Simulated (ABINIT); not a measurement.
CdSe (Cadmoselite): single point with LDA

**What was measured.**

From a printed reference work, data compilation, for a bulk crystal of CdSe at 2 K: band gap 1.841 eV.

Crystal: CdSe (Cadmoselite).

```xyz
4
Lattice="4.3000 0.0000 0.0000 -2.1500 3.7239 0.0000 0.0000 0.0000 7.0200" Properties=species:S:1:pos:R:3 pbc="T T T"
Cd    2.1500    1.2413    3.5100
Cd    0.0000    2.4826    0.0000
Se    2.1500    1.2413    6.2127
Se    0.0000    2.4826    2.7027
```

```yaml
Program: ABINIT 10.8.3 (patched build)
Task: single point
Functional: LDA
Potentials_or_basis: PseudoDojo NC SR LDA v0.4.1 standard
Cutoff: 1279 eV
k_mesh: 5 × 5 × 3
Occupations: fermi-dirac, width 0.05 eV
Spin: no spin polarisation
```

* Largest force: 0.259 eV/Å
* Band gap on the k mesh: 0.42 eV, direct
* Valence electrons inside the program's atomic spheres: Cd 17.16; Se 13.25

Forces on the atoms (eV/Å):
```
Cd   0.000  0.000  0.259
Cd   0.000  0.000  0.259
Se   0.000  0.000 -0.259
Se   0.000  0.000 -0.259
```

Levels at points of the mesh, in eV from the valence-band top:
```
           k point  band 32  band 33  band 34  band 35  band 36  band 37  band 38  band 39  band 40  band 41
(0.00, 0.00, 0.00)    -0.73    -0.73    -0.02     0.00     0.00     0.42     1.90     5.75     5.75     6.00
```

Run time: 5.7 min on 1 thread of Arm Neoverse V1, with other jobs on the host, peak memory 0.19 GiB.

A measured gap of CdSe is 1.841 eV (2 K; a printed reference work, data compilation); the calculated 0.42 eV misses it by -1.42 eV. So large a miss can be the level of theory's own, or it may mean another phase, state or a wrong row. Spin-orbit coupling on Cd, Se is left out. The value is that of LDA, without temperature or zero-point motion. Semilocal functionals fall short of measured gaps as a rule.
